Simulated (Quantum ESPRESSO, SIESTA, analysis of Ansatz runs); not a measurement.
# H_i (antibonding, by C) in SiC (F-43m): levels and formation energies (SIESTA), part 2 of 3

Question: at which Fermi levels does H_i (antibonding, by C) in SiC (F-43m) change its charge? Model: a cell of 54 host atoms with 1 H put in.

SIESTA 5.4.2; SIESTA numerical-orbital DFT, PBEsol, DZP basis, PseudoDojo 0.4.1 potentials converted to PSML; charged supercells in a uniform background, point-charge correction with alignment at far sites.

So far. Step 2 (Band edges): The gap at this level is 1.23 eV.

## (3) Relaxing each charge state

Level of this step: SIESTA numerical-orbital DFT, PBEsol, DZP basis, PseudoDojo 0.4.1 potentials converted to PSML; relaxation of all atoms of a defect supercell (SIESTA).

Each state starts from the atoms near the defect displaced at random, so that no symmetry of the ideal site is imposed. An odd electron count needs spin polarisation, and the total moment is held fixed to keep the state apart from its neighbours in spin. Charge 0 is shown in full.

File defect.fdf:

```
SystemName                      Si27HC27
SystemLabel                     defect
NumberOfSpecies                 3
NumberOfAtoms                   55
%block ChemicalSpeciesLabel
  1   14 Si
  2    6 C
  3    1 H
%endblock ChemicalSpeciesLabel
LatticeConstant                 1.0 Ang
%block LatticeVectors
     0.000003000     6.564408000     6.564408000
     6.564408000     0.000003000     6.564408000
     6.564408000     6.564408000     0.000003000
%endblock LatticeVectors
AtomicCoordinatesFormat         Fractional
%block AtomicCoordinatesAndAtomicSpecies
     0.000001066     0.000001066     0.000001066  1
     0.083332324     0.083332324     0.083332324  2
     0.000001066     0.000001066     0.333334400  1
     0.083332324     0.083332324     0.416665657  2
     0.000001066     0.000001066     0.666667733  1
     0.083332324     0.083332324     0.749998991  2
    -0.003793853     0.331959978    -0.001180204  1
     0.083332324     0.416665657     0.083332324  2
     0.000001066     0.333334400     0.333334400  1
     0.088863224     0.413763293     0.418139489  2
     0.003719417     0.328599827     0.670436022  1
     0.087900637     0.417250824     0.750851905  2
     0.000001066     0.666667733     0.000001066  1
     0.081531081     0.751094691     0.078521656  2
    -0.005159943     0.671843235     0.334842780  1
     0.088717924     0.749604396     0.411306526  2
    -0.001234936     0.673027586     0.665312834  1
     0.083332324     0.749998991     0.749998991  2
     0.329133687     0.004745217    -0.003246856  1
     0.416665657     0.083332324     0.083332324  2
     0.333334400     0.000001066     0.333334400  1
     0.423016870     0.079675860     0.415900405  2
     0.329543241     0.000948918     0.672488402  1
     0.415446152     0.086294958     0.753935362  2
     0.332998049     0.339118501    -0.000530983  1
     0.410957508     0.418198345     0.082739868  2
     0.332072763     0.336360937     0.327671412  1
     0.420793260     0.415017492     0.419620506  2
     0.334015745     0.331200808     0.662297525  1
     0.421327176     0.419206382     0.745002341  2
     0.328401266     0.665108202     0.005502493  1
     0.419008096     0.748762787     0.087798621  2
     0.328181180     0.672216988     0.332594227  1
     0.418884247     0.754244095     0.416096837  2
     0.336697325     0.667478188     0.660260074  1
     0.412840132     0.746292671     0.754565035  2
     0.666667733     0.000001066     0.000001066  1
     0.746847837     0.089752970     0.082568476  2
     0.671225305    -0.004625434     0.330554806  1
     0.743536319     0.085285954     0.417855367  2
     0.661669658    -0.002328120     0.669712523  1
     0.749998991     0.083332324     0.749998991  2
     0.661620909     0.338711634    -0.001501399  1
     0.752373841     0.420171041     0.077015819  2
     0.664281004     0.338331561     0.328569349  1
     0.749039366     0.419982249     0.410833258  2
     0.669583671     0.331776511     0.661184320  1
     0.745989840     0.421779287     0.752202087  2
     0.667098201     0.668076988    -0.006122283  1
     0.755765766     0.746616567     0.079851355  2
     0.664108516     0.664410513     0.331572940  1
     0.749998991     0.749998991     0.416665657  2
     0.666667733     0.666667733     0.666667733  1
     0.743533596     0.751362605     0.753368824  2
     0.465570672     0.463168860     0.276884772  3
%endblock AtomicCoordinatesAndAtomicSpecies
%block kgrid.MonkhorstPack
    2   0   0  0.50
    0   2   0  0.50
    0   0   2  0.50
%endblock kgrid.MonkhorstPack
XC.Functional                   GGA
XC.Authors                      PBEsol
PAO.BasisSize                   DZP
PAO.EnergyShift                 0.005 Ry
Mesh.Cutoff                     300 Ry
Spin                            polarized
%block DM.InitSpin
    27   0.200
    28   0.200
    33   0.200
    45   0.200
    55   0.200
%endblock DM.InitSpin
Spin.Fix                        true
Spin.Total                      1.0
OccupationFunction              FD
ElectronicTemperature           0.01 eV
MaxSCFIterations                150
SCF.MustConverge                true
SCF.Mixer.Method                Pulay
SCF.Mixer.Weight                0.1
SCF.Mixer.History               10
SCF.DM.Tolerance                3.0e-4
SCF.H.Tolerance                 3.0e-3 eV
WriteForces                     true
Charge.Mulliken                 end
SaveRho                         true
SaveElectrostaticPotential      true
Charge.Hirshfeld                end
Charge.Voronoi                  end
MD.TypeOfRun                    Broyden
MD.Steps                        90
MD.MaxForceTol                  0.04 eV/Ang
MD.MaxDispl                     0.15 Ang
WriteCoorStep                   true
AtomCoorFormatOut               Fractional
```

The run is started by

```sh
> OMP_NUM_THREADS=1 siesta defect.fdf > defect.out
```

The program printed:

```text
Version         : 5.4.2

                           ***********************
                           *  WELCOME TO SIESTA  *
                           ***********************

[...]
reinit: Reading from file defect.fdf

reinit: -----------------------------------------------------------------------
reinit: System Name: Si27HC27
reinit: -----------------------------------------------------------------------
reinit: System Label: defect
reinit: -----------------------------------------------------------------------

[...]
initatom: Reading input for the pseudopotentials and atomic orbitals ----------
Species number:   1 Atomic number:   14 Label: Si
Species number:   2 Atomic number:    6 Label: C
Species number:   3 Atomic number:    1 Label: H

[... pseudopotential checks and orbital generation ...]

prinput: Basis input

PAO.BasisType split

%block ChemicalSpeciesLabel
    1   14 Si                      # Species index, atomic number, species label
    2    6 C                       # Species index, atomic number, species label
    3    1 H                       # Species index, atomic number, species label
%endblock ChemicalSpeciesLabel

%block PAO.Basis                 # Define Basis set
# WARNING: This information might be incomplete!
Si                    2                    # Species label, number of l-shells
 n=3   0   2                         # n, l, Nzeta
   5.819      3.988
   1.000      1.000
 n=3   1   2 P   1                   # n, l, Nzeta, Polarization, NzetaPol
   7.489      5.207
   1.000      1.000
C                     2                    # Species label, number of l-shells
 n=2   0   2                         # n, l, Nzeta
   4.859      3.157
   1.000      1.000
 n=2   1   2 P   1                   # n, l, Nzeta, Polarization, NzetaPol
   5.984      3.889
   1.000      1.000
H                     1                    # Species label, number of l-shells
 n=1   0   2 P   1                   # n, l, Nzeta, Polarization, NzetaPol
   5.796      3.744
   1.000      1.000
%endblock PAO.Basis

prinput: ----------------------------------------------------------------------

coor:   Atomic-coordinates input format  =     Fractional

[...]
siesta: System type = bulk

initatomlists: Number of atoms, orbitals, and projectors:     55   707   707

[... echo of the settings ...]

siesta: k-grid: Number of k-points = 4
siesta: k-points from Monkhorst-Pack grid
siesta: k-cutoff (effective) =     9.283 Ang
siesta: k-point supercell and displacements
siesta: k-grid:     2     0     0      0.500
siesta: k-grid:     0     2     0      0.500
siesta: k-grid:     0     0     2      0.500

diag: Algorithm                                     = D&C
diag: Absolute tolerance                            =  0.100E-15
diag: Orthogonalization factor                      =  0.100E-05

superc: Internal auxiliary supercell:     3 x     3 x     3  =      27
superc: Number of atoms, orbitals, and projectors:   1485  19089  19089

                     ====================================
                        Begin Broyden opt. move =      0
                     ====================================

[...]
superc: Internal auxiliary supercell:     3 x     3 x     3  =      27
superc: Number of atoms, orbitals, and projectors:   1485  19089  19089

outcell: Unit cell vectors (Ang):
        0.000003    6.564408    6.564408
        6.564408    0.000003    6.564408
        6.564408    6.564408    0.000003

outcell: Cell vector modules (Ang)   :    9.283475    9.283475    9.283475
outcell: Cell angles (23,13,12) (deg):     60.0000     60.0000     60.0000
outcell: Cell volume (Ang**3)        :    565.7394
[...]
Initializing Density Matrix...

[...]
DM filled with atomic data (user-defined):

InitMesh: MESH = 80 x 80 x 80 = 512000
InitMesh: Mesh cutoff (required, used) =   300.000   307.859 Ry

[...]
iscf     Eharris(eV)        E_KS(eV)     FreeEng(eV)     dDmax     Ef_up Ef_dn(eV) dHmax(eV)
   scf:    1    -7213.073563    -7488.197669    -7488.198975  0.919034 -4.548943 -8.385690  6.746419
[...]
scf:    2    -7528.085698    -7508.993355    -7508.994416  0.030597 -4.567933 -7.952524  4.943341
[...]
scf:    3    -7550.916708    -7536.730557    -7536.730897  0.087310 -4.634062 -6.754639  2.320224
[...]
scf:    4    -7535.885425    -7536.872837    -7536.873446  0.036759 -4.566577 -6.606654  2.509079
[...]
scf:    5    -7537.332300    -7537.282106    -7537.282605  0.016636 -4.601410 -6.597686  0.427890
[...]
scf:    6    -7537.324099    -7537.305623    -7537.306120  0.005821 -4.603545 -6.575729  0.157568
[...]
scf:    7    -7537.313999    -7537.311056    -7537.311541  0.000975 -4.608997 -6.574079  0.163683
[...]
scf:    8    -7537.318030    -7537.314989    -7537.315476  0.002493 -4.611412 -6.564499  0.046329
[...]
scf:    9    -7537.315505    -7537.315270    -7537.315754  0.000498 -4.613698 -6.561996  0.019582
[...]
scf:   10    -7537.315302    -7537.315297    -7537.315780  0.000249 -4.614440 -6.562046  0.023623
[...]
spin moment: {S} , |S| = {        0.0        0.0    1.00000 }     1.00000

SCF Convergence by DM+H criterion
max |DM_out - DM_in|         :     0.0000366148
max |H_out - H_in|      (eV) :     0.0018015276
[...]
Number of DMs in history: 1
 DM extrapolation coefficients:
1   1.00000
New DM after history re-use:

[...]
iscf     Eharris(eV)        E_KS(eV)     FreeEng(eV)     dDmax     Ef_up Ef_dn(eV) dHmax(eV)
   scf:    1    -7539.158489    -7539.153981    -7539.154706  0.009548 -4.568709 -6.610575  0.034058
[...]
scf:    2    -7539.147554    -7539.152134    -7539.152899  0.000722 -4.569338 -6.610411  0.110057
[...]
scf:    3    -7539.154719    -7539.154210    -7539.154946  0.000535 -4.568850 -6.610813  0.004932
[...]
scf:    4    -7539.154220    -7539.154217    -7539.154956  0.000071 -4.568858 -6.610616  0.001489
     spin moment: {S} , |S| = {        0.0        0.0    1.00000 }     1.00000

SCF Convergence by DM+H criterion
[...]
SCF cycle converged after 4 iterations

[...]
siesta: E_KS(eV) =            -7539.1542

siesta: Atomic forces (eV/Ang):
     1   -0.006306    0.003558    0.006629
     2   -0.013438    0.005255    0.008369
     3   -0.005276   -0.006859   -0.003876
     4    0.000302   -0.015747   -0.001947
     5    0.001290   -0.011626   -0.004268
     6   -0.008988   -0.004403    0.007980
     7   -0.020599    0.001764    0.014954
     8    0.004745    0.003194   -0.011576
     9    0.020621   -0.008128   -0.014711
    10    0.004588   -0.003429   -0.005656
[...]
51    0.022924    0.011405   -0.018958
    52    0.019412    0.022177   -0.014402
    53    0.023751    0.022928   -0.016769
    54    0.014015    0.024353    0.001085
    55   -0.011143   -0.017562    0.027173
   Tot   -0.001143   -0.000264   -0.001014
   Max    0.027173
   Res    0.012755    sqrt( Sum f_i^2 / 3N )
   Max    0.027173    constrained

Stress tensor Voigt[x,y,z,yz,xz,xy] (kbar):       -6.71       -6.70       -5.92       -2.07       -2.06        9.32
[...]
outcoor: Relaxed atomic coordinates (fractional):
   -0.00108597    0.00040534   -0.00003484   1       1  Si
    0.08262313    0.08432619    0.08260999   2       2  C
    0.00003232    0.00110778    0.33241494   1       3  Si
    0.08315927    0.08372604    0.41648642   2       4  C
   -0.00032520    0.00037005    0.66674790   1       5  Si
    0.08266552    0.08379694    0.75020091   2       6  C
    0.00054526    0.33407584   -0.00108854   1       7  Si
    0.08333119    0.41786247    0.08202326   2       8  C
    0.00101100    0.33332979    0.33166659   1       9  Si
    0.08038321    0.41772979    0.41767624   2      10  C
   -0.00123775    0.33311512    0.66732229   1      11  Si
    0.08403877    0.41799618    0.74737477   2      12  C
   -0.00059596    0.66785834   -0.00094974   1      13  Si
    0.08232078    0.75064578    0.08334572   2      14  C
   -0.00119393    0.66797838    0.33258116   1      15  Si
    0.08019508    0.75156647    0.41785023   2      16  C
   -0.00149782    0.66793311    0.66744622   1      17  Si
    0.08322456    0.75076614    0.74944885   2      18  C
    0.33235693    0.00199171   -0.00065302   1      19  Si
    0.41666723    0.08419964    0.08247912   2      20  C
[...]
0.67971651    0.32652326    0.33387635   1      45  Si
    0.75121942    0.41779589    0.41673368   2      46  C
    0.66737180    0.33356867    0.66635431   1      47  Si
    0.74920204    0.41729481    0.75041332   2      48  C
    0.66631663    0.66798878   -0.00049150   1      49  Si
    0.74960658    0.75080319    0.08255545   2      50  C
    0.66714493    0.66778179    0.33206235   1      51  Si
    0.74952811    0.75058743    0.41637910   2      52  C
    0.66594854    0.66702521    0.66638769   1      53  Si
    0.74884799    0.75016980    0.75025526   2      54  C
    0.46995473    0.47123857    0.25673568   3      55  H

[...]
siesta: Final energy (eV):
siesta:  Band Struct. =   -2753.966752
siesta:       Kinetic =    4255.718293
siesta:       Hartree =     844.230604
[...]
siesta:         Exch. =   -2453.736842
siesta:         Corr. =    -306.788616
[...]
siesta:   Exch.-corr. =   -2760.525458
siesta:  Ion-electron =   -5700.874671
siesta:       Ion-ion =   -4177.702985
[...]
siesta:         Total =   -7539.154217
siesta:      Fermi_up =      -4.568858
siesta:      Fermi_dn =      -6.610616

siesta: Stress tensor (static) (eV/Ang**3):
siesta:    -0.004187    0.005818   -0.001287
siesta:     0.005819   -0.004184   -0.001291
siesta:    -0.001287   -0.001291   -0.003695

siesta: Cell volume =        565.739362 Ang**3

siesta: Pressure (static):
siesta:                Solid            Molecule  Units
siesta:           0.00004381          0.00004052  Ry/Bohr**3
siesta:           0.00402226          0.00372024  eV/Ang**3
siesta:           6.44436691          5.96047937  kBar

[...]
mulliken: Qtot =      109.000

[...]
mulliken: Qtot =      108.000

Mulliken Atomic Populations:
Atom #   charge [q] valence [e]      Sz [e]  Species
     1    -0.123430    4.123430    0.029410  Si
     2     0.114659    3.885341    0.004948  C
     3    -0.127202    4.127202    0.035567  Si
     4     0.109776    3.890224    0.004812  C
     5    -0.127774    4.127774    0.027829  Si
     6     0.117164    3.882836    0.003409  C
     7    -0.117485    4.117485    0.034150  Si
     8     0.116877    3.883123    0.003544  C
     9    -0.126373    4.126373    0.035081  Si
    10     0.124507    3.875493    0.004495  C
    11    -0.120865    4.120865    0.030263  Si
    12     0.118069    3.881931    0.004046  C
    13    -0.122767    4.122767    0.028865  Si
    14     0.118579    3.881421    0.003973  C
    15    -0.130707    4.130707    0.031427  Si
    16     0.125247    3.874753    0.003685  C
    17    -0.120401    4.120401    0.030711  Si
    18     0.116934    3.883066    0.003393  C
    19    -0.117444    4.117444    0.034129  Si
    20     0.116742    3.883258    0.003552  C
[...]
45    -0.054343    4.054343    0.040518  Si
    46     0.124503    3.875497    0.004450  C
    47    -0.120556    4.120556    0.030260  Si
    48     0.116675    3.883325    0.003786  C
    49    -0.093724    4.093724    0.032765  Si
    50     0.118441    3.881559    0.004180  C
    51    -0.131083    4.131083    0.031087  Si
    52     0.113033    3.886967    0.003367  C
    53    -0.112984    4.112984    0.030235  Si
    54     0.115904    3.884096    0.004171  C
    55    -0.057700    1.057700    0.001483  H
 Total     0.000000                1.000000

[...]
Job completed
```

Wall time 1.5 h (1 MPI rank of Intel Xeon Platinum 8259CL at 2.50GHz (Skylake/Cascade Lake), shared host); peak memory 1.2 GiB.

The steps and moves of this run count from the displaced start.

Relaxation path:

```tsv
step	energy less that of the first step (eV)	largest force (eV/Å)
0	0.0000	4.2068
1	-1.4713	1.1920
2	-1.7089	0.8862
3	-1.7722	0.5104
4	-1.8057	0.3092
5	-1.8233	0.1915
6	-1.8345	0.0864
7	-1.8389	0.0372
```

The atoms that moved most (Å):

```tsv
atom	dx	dy	dz	length
H55	-0.079	-0.103	0.082	0.154
Si45	-0.043	0.136	0.024	0.145
Si27	-0.019	0.004	-0.105	0.107
C28	-0.041	-0.085	0.019	0.096
Si33	0.067	-0.006	0.037	0.077
C16	0.056	-0.013	-0.043	0.072
C10	0.023	-0.059	-0.030	0.070
Si29	0.058	0.033	-0.002	0.067
```

Neighbours of H55 at the end:

```tsv
atom	distance (Å)
C28	1.151
Si33	1.981
Si45	1.981
Si27	1.994
C32	2.213
C44	2.213
C26	2.222
Si49	2.641
Si31	2.650
Si43	2.654
```

Energies on the run's own zero. States near gap, by row:

```tsv
spin	k	band	energy (eV)	filled by count
up	0	105	-7.433	1
up	0	106	-7.409	1
up	0	107	-6.927	1
up	0	108	-6.897	1
up	0	109	-4.603	1
up	0	110	-4.535	0
up	0	111	-4.495	0
up	0	112	-4.047	0
up	0	113	-3.832	0
up	1	105	-7.568	1
up	1	106	-7.484	1
up	1	107	-7.231	1
up	1	108	-7.036	1
up	1	109	-5.14	1
up	1	110	-3.977	0
up	1	111	-3.916	0
up	1	112	-3.512	0
up	1	113	-3.389	0
down	0	104	-7.503	1
down	0	105	-7.424	1
down	0	106	-7.401	1
down	0	107	-6.918	1
down	0	108	-6.888	1
down	0	109	-4.496	0
down	0	110	-4.458	0
down	0	111	-4.414	0
down	0	112	-3.984	0
down	1	104	-7.573	1
down	1	105	-7.558	1
down	1	106	-7.473	1
down	1	107	-7.22	1
down	1	108	-7.028	1
down	1	109	-5.048	0
down	1	110	-3.904	0
down	1	111	-3.839	0
down	1	112	-3.448	0
```

Spin density in the ac plane at fractional y = 0.465, through the centre, with atoms of C and H within 0.45 Å of it.

Values in units of 1e-3 e/Å³, 13 rows by 16 columns, each cell a mean:
```
 3.5  0.5  0.4  2.0  3.6  2.7  0.8  0.2  2.0  5.3  5.4  2.0  0.1  1.0  4.0  6.3
 2.9  0.8  0.1  0.6  1.4  1.8  0.9  0.1  0.5  1.7  2.6  1.5  0.3  0.2  1.3  3.2
 1.0  1.0  0.3  0.2  0.2  1.3  2.1  0.6  0.1  0.1  0.2  0.7  0.7  0.2  0.1  0.3
 0.2  0.3  1.1  1.1  1.0  0.8  0.6  0.8  1.0  1.3  0.6  0.3  1.3  0.9  1.1  1.0
 1.7  0.1  0.6  2.1  3.3  2.1  0.3 -0.1  1.6  4.1  3.6  1.0  0.2  0.9  2.6  3.7
 2.6  0.6  0.2  1.1  2.3  2.3  0.8  0.2  0.8  2.9  4.1  2.0  0.3  0.3  1.5  3.4
 1.6  0.8  0.2  0.3  0.4  1.3  1.5  0.4  0.2  0.5  1.1  1.1  0.4  0.1  0.2  0.8
 1.0  1.1  0.8  0.7  0.4  1.3  3.4  2.5  0.4  0.4  0.1 -0.2  1.4  1.2  0.9  0.7
 1.9  1.0  1.0  2.1  2.7  1.8  2.4  2.8  1.3  1.8  1.9  0.9  1.1  1.9  3.2  3.5
 2.6  0.5  0.2  1.3  3.0  2.7  0.8  0.3  1.3  2.4  2.8  1.3  0.2  0.5  2.2  4.2
 1.6  0.6  0.1  0.3  0.8  1.5  1.0  0.2  0.5  0.9  1.4  1.1  0.3  0.2  0.4  1.3
 0.4  1.2  0.5  0.3  0.2  0.6  0.5  0.4  0.6  0.5  0.0  0.4  1.1  0.4  0.4  0.2
 1.0  0.3  1.4  1.8  1.8  1.3  0.1  0.4  2.5  3.7  2.2  0.0  0.4  1.5  2.8  2.8
```
Columns run along a (9.3 Å), rows up along c (9.3 Å). Atoms in or near the plane, at fractional coordinates: C at (0.08, 0.08), C at (0.08, 0.42), C at (0.08, 0.75), C at (0.42, 0.08), C at (0.42, 0.41), C at (0.42, 0.75), C at (0.75, 0.08), C at (0.75, 0.42), C at (0.75, 0.75), H at (0.47, 0.26).

[end of part 2 of 3]

[Logs are printed without paths, hosts, clocks, repeated set-up lines and the standing remarks that a program may print on its own settings, such as how far it seeks lower states.]

[Hosts, paths, dates, database ids (printed as entryN), source tags and the programs' standing remarks are cut or masked in the printed files.]

[For some hosts the program warned that the k-mesh of the response run may be too coarse for force constants and the static dielectric constant; such warnings are not shown here.]

[Charge tables in the logs are Mulliken or Hirshfeld populations, whose sizes and signs can differ; where basis functions stand at a vacancy, SIESTA counts their charge against the missing atom's valence.]

[In relaxation paths of CP2K, step 0 can be the structure after the first move, since the trajectory file begins there, and the last row can be the final structure solved once more.]
